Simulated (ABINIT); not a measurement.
Sb:

```
Sb
1.0
    -1.87134    1.87134    1.87134
     1.87134   -1.87134    1.87134
     1.87134    1.87134   -1.87134
Sb
1
Direct
  0.00000 0.00000 0.00000
```

This isn't the form of Sb at room conditions, which is rhombohedral.

Base run:

- Program: ABINIT 10.8.3 (patched build)
- Functional: BLYP
- Potentials or basis: JTH PAW PBE v2.0
- Cutoff: 517 eV
- k mesh: 10 × 10 × 10
- Occupations: fermi-dirac, width 0.05 eV
- Spin: no spin polarisation

Its results: band gap on the k mesh none (metal or under the smearing width); pressure 8.8 GPa.

Question: The run is repeated on the same cell with these changes: functional from BLYP to PBEsol. What comes out?

Answer: Band gap on the k mesh none (metal or under the smearing width); pressure -0.3 GPa.

PBEsol binds more tightly than BLYP, so the same cell stands under less pressure.

Caveats: the PAW data sets were made with another functional, which shifts forces and pressure a little; spin-orbit coupling is left out, which moves the levels of the heavy elements.
